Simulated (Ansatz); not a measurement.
## CdI2: all-electron results

```yaml
crystal:
  lattice:
    - [4.24400, 0.00000, 0.00000]
    - [-2.12200, 3.67541, 0.00000]
    - [0.00000, 0.00000, 6.85900]
  atoms:
    - { symbol: Cd, position: [0.00000, 0.00000, 0.00000] }
    - { symbol: I, position: [0.33333, 0.66667, 0.24920] }
    - { symbol: I, position: [0.66667, 0.33333, 0.75080] }
```

Atoms are numbered in the order listed.

The cell is COD entry 1539851, as deposited and not checked against the literature; nothing was relaxed. It differs from other determinations.

No spin–orbit coupling, which matters for the heavy atoms here.

Methods: DFT, PBE, all-electron LAPW, scalar-relativistic (Ansatz 0.2.0); DFT, PBE, PAW with Ansatz's default frozen-core files, scalar-relativistic (Ansatz 0.2.0).

For LAPW: a Γ-centred 8×8×5 k mesh, Fermi–Dirac smearing of 0.03 eV, basis error target 0.5 meV/atom, no spin polarisation. PAW takes a cutoff of 420 eV at this cell. The Ansatz runs share mesh, smearing and spin set-up. Values come from LAPW unless marked.

```yaml
Pressure_at_this_cell: 1.86 GPa
Band_gap: 2.38 eV
Largest_force: 0.123 eV/Å on I2
Smallest_direct_gap_on_the_path: 2.63 eV
Löwdin_charges_with_0.23_e_of_the_cell_spilling_out_of_the_atomic_basis_so_their_sizes_and_signs_hang_on_that_basis: Cd1 1.18, I2 -0.47 e
Bader_charges_from_the_PAW_run: Cd1 +0.79, I2 -0.39 e
Volume_per_atom: 35.66 Å³
```
